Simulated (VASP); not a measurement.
# Ca (Immm) in VASP: further runs

The runs below take Ca through single point, with PBE.

All numbers are computed with VASP 6.6.1; they aren't measurements. Logs are shortened: lines on timing, memory, paths and dates and some standing lists are left out, and cuts for length are marked.

### Step 1. The crystal as given

Symmetry: Immm, No. 71, orthorhombic system. The conventional cell has a = 4.193 Å, b = 4.203 Å, c = 4.891 Å, α = 90.00°, β = 90.00°, γ = 90.00°. Ca (site symmetry mmm) has 12 Ca at 3.85 to 4.20 Å as nearest neighbours.

This isn't the form of Ca at room conditions, which is fcc.

### Step 2. Single point, PBE

Input file INCAR:

```
PREC     = Accurate       # precision mode
ENCUT    = 350            # plane-wave cutoff, eV
EDIFF    = 1E-6           # SCF threshold, eV
ISMEAR   = 1              # smearing method
SIGMA    = 0.1            # smearing width, eV
LREAL    = False          # projectors in reciprocal space
LASPH    = True           # aspherical terms in the spheres
NELM     = 100            # most SCF steps
ALGO     = Normal         # electronic algorithm
ISIF     = 2              # what is computed and relaxed
LWAVE    = False          # write WAVECAR
LCHARG   = False          # write CHGCAR
GGA      = PE             # functional
ADDGRID  = False
```

Input file KPOINTS:

```
Automatic mesh
0
Gamma
  12 12 12
```

Input file POSCAR:

```
Ca
1.0
   -2.0964874600      2.1017318100      2.4453524600
    2.0964874600     -2.1017318100      2.4453524600
    2.0964874600      2.1017318100     -2.4453524600
Ca
1
Direct
    0.5000000000      0.5000000000      0.0000000000
```

Potentials or basis: VASP PAW PBE potentials, release 64 (Ca_pv).

The run is started by

```console
$ cat potpaw_PBE.64/Ca_pv/POTCAR > POTCAR
$ mpirun -np 1 vasp_std > vasp.out
```

OUTCAR:

```text
PREC = Accurate
   ENCUT = 350
   EDIFF = 1E-6
   ISMEAR = 1
   LREAL = False
   LASPH = True
   NELM = 100
   ISIF = 2
   GGA = PE

 Found    280 irreducible k-points:

 Following reciprocal coordinates:
            Coordinates               Weight
  0.000000  0.000000  0.000000      1.000000
  0.083333  0.000000 -0.000000      4.000000
  0.166667  0.000000  0.000000      4.000000
  0.250000 -0.000000  0.000000      4.000000
  0.333333  0.000000  0.000000      4.000000
  0.416667  0.000000  0.000000      4.000000
   k-points           NKPTS =    280   k-points in BZ     NKDIM =    280   number of bands    NBANDS=      8
   number of dos      NEDOS =    301   number of ions     NIONS =      1
   total plane-waves  NPLWV =  13824
   dimension x,y,z NGX =    24 NGY =   24 NGZ =   24
   dimension x,y,z NGXF=    48 NGYF=   48 NGZF=   48
   ions per type =               1
   NGX,Y,Z   is equivalent  to a cutoff of  10.37, 10.37, 10.37 a.u.
   NGXF,Y,Z  is equivalent  to a cutoff of  20.75, 20.75, 20.75 a.u.
 SYSTEM =  unknown system
   PREC   = accura    normal or accurate (medium, high low for compatibility)
   ISTART =      0    job   : 0-new  1-cont  2-samecut
   ICHARG =      2    charge: 1-file 2-atom 10-const
   ISPIN  =      1    spin polarized calculation?
   LNONCOLLINEAR =      F non collinear calculations
   LSORBIT =      F    spin-orbit coupling
   LASPH  =      T    aspherical Exc in radial PAW
   ENCUT  =  350.0 eV  25.72 Ry    5.07 a.u.   5.87  5.87  5.87*2*pi/ulx,y,z
   NELM   =    100;   NELMIN=  2; NELMDL= -5     # of ELM steps
   EDIFF  = 0.1E-05   stopping-criterion for ELM
   LREAL  =      F    real-space projection
[... 7 lines left out ...]
   TEBEG  =    0.0;   TEEND  =   0.0 temperature during run
   PSTRESS=    0.0 pullay stress
   NELECT =       8.0000    total number of electrons
   NUPDOWN=      -1.0000    fix difference up-down
   EMIN   =  10.00;   EMAX   =-10.00  energy-range for DOS
   EFERMI =   0.00;   METHOD = LEGACY
   ISMEAR =     1;   SIGMA  =   0.10  broadening in eV -4-tet -1-fermi 0-gaus
   EFERMI_NEDOS =   21; number of points for ismear=-14 and -15
   IALGO  =     38    algorithm
   IMIX   =      4    mixing-type and parameters
     AMIX     =   0.40;   BMIX     =  1.00
     AMIX_MAG =   1.60;   BMIX_MAG =  1.00
  volume/ion in A,a.u.               =      43.10       290.85
  Fermi-wavevector in a.u.,A,eV,Ry     =   0.933859  1.764737 11.865532  0.872092
  Thomas-Fermi vector in A             =   2.060604
   LORBIT       =      0    0 simple, 1 ext, 2 COOP (PROOUT), +10 PAW based schemes
   GGA     = PE    functional components
   LHFCALC =     F    Hartree Fock is set to
   AEXX    =    0.0000 exact exchange contribution
   IVDW    =     0    specifies the selected vdW correction
   LEPSILON=     F    determine dielectric tensor
   LRPA    =     F    only Hartree local field effects (RPA)
 non-spin polarized calculation
 Methfessel and Paxton  Order N= 1 SIGMA  =   0.10
  energy-cutoff  :      350.00
  volume of cell :       43.10
 maximum number of plane-waves:       680
   NGX = 11   NGY = 11   NGZ = 11

 number of electron       8.0000003 magnetization

 Free energy of the ion-electron system (eV)
  ---------------------------------------------------
  ext. energy  EPLUGINS =         0.00000000
  ---------------------------------------------------
  free energy    TOTEN  =        -1.90687724 eV

  energy without entropy =       -1.90542901  energy(sigma->0) =       -1.90639450

 E-fermi :   2.1397     XC(G=0):  -7.6336

 val. band max:        2.1320117550   @ k =   0.3333   0.3333   0.0000
 cond. band min:       2.1471252587   @ k =   0.5000  -0.4167   0.3333
 fundamental gap:      0.0151135037
 Fermi energy:         2.1397133797

 k-point     1 :       0.0000    0.0000    0.0000
  band No.  band energies     occupation
      1     -20.8661      2.00000
      2     -20.8655      2.00000
      3     -20.8518      2.00000
      4      -1.8718      2.00000
      5       4.2955      0.00000
      6       4.3087      0.00000
      7       4.8896      0.00000
      8       5.0096      0.00000

 k-point     2 :       0.0833    0.0000   -0.0000
  band No.  band energies     occupation
      1     -20.8716      2.00000
      2     -20.8684      2.00000
      3     -20.8547      2.00000
      4      -1.7536      2.00000
      5       4.2450      0.00000
      6       4.3325      0.00000
      7       4.8870      0.00000
      8       4.9688      0.00000

 k-point     3 :       0.1667    0.0000    0.0000
  band No.  band energies     occupation
      1     -20.8937      2.00000
      2     -20.8749      2.00000
      3     -20.8571      2.00000
      4      -1.4067      2.00000
      5       4.0129     -0.00000
      6       4.3079      0.00000
      7       4.9484      0.00000
      8       4.9942      0.00000

 k-point     4 :       0.2500   -0.0000    0.0000
  band No.  band energies     occupation
      1     -20.9259      2.00000
      2     -20.8836      2.00000
      3     -20.8582      2.00000
      4      -0.8551      2.00000
      5       3.5799     -0.00000
      6       4.1622      0.00000
      7       4.9917      0.00000
      8       5.3170      0.00000

 k-point     5 :       0.3333    0.0000    0.0000
  band No.  band energies     occupation
      1     -20.9581      2.00000
      2     -20.8923      2.00000
      3     -20.8588      2.00000
      4      -0.1438      2.00000
      5       3.0408     -0.00000
      6       3.9905     -0.00000
      7       4.9882      0.00000
      8       5.6678      0.00000

 k-point     6 :       0.4167    0.0000    0.0000
  band No.  band energies     occupation
      1     -20.9817      2.00000
      2     -20.8986      2.00000
      3     -20.8592      2.00000
      4       0.6427      2.00000
      5       2.4362     -0.00023
      6       3.8654     -0.00000
      7       4.9346      0.00000
      8       5.7972      0.00000

 [... further k-points ...]
[... 5 lines left out ...]
  --------------------------------------------------------------------------------------
  -------------------------------------------------------------------------------------
  Total       -0.1433096     -0.1488335     -0.0325470     -0.0000000      0.0000000      0.0000000
  in kB       -5.3273949     -5.5327391     -1.2099011     -0.0000000      0.0000000      0.0000000
  external PRESSURE =      -4.0233450 kB  Pullay stress =       0.0000000 kB

 VOLUME and BASIS-vectors are now :
 -----------------------------------------------------------------------------
  energy-cutoff  :      350.00
  volume of cell :       43.10
      direct lattice vectors                 reciprocal lattice vectors
    -2.096487460  2.101731810  2.445352460     0.000000000  0.237899050  0.204469502
     2.096487460 -2.101731810  2.445352460     0.238494153  0.000000000  0.204469502
     2.096487460  2.101731810 -2.445352460     0.238494153  0.237899050  0.000000000

 POSITION                                       TOTAL-FORCE (eV/Angst)
 -----------------------------------------------------------------------------------
      0.00000      0.00000      2.44535         0.000000     -0.000000      0.000000
 -----------------------------------------------------------------------------------
    total drift:                               -0.000000      0.000000      0.000000

  FREE ENERGIE OF THE ION-ELECTRON SYSTEM (eV)
  ---------------------------------------------------
  free  energy   TOTEN  =        -1.9068772391 eV

  energy  without entropy=       -1.9054290103  energy(sigma->0) =       -1.90639450
```

It took 16 s on 1 thread of Intel Xeon Platinum 8488C (Sapphire Rapids), shared host; peak memory 0.18 GiB.

These settings aren't checked as converged: the numbers below hold their error.

Results:

- Free energy: -1.9069 eV
- Pressure: -0.4 GPa
- Band gap on the k mesh: none (metal or under the smearing width)

[end of part 1 of 2]
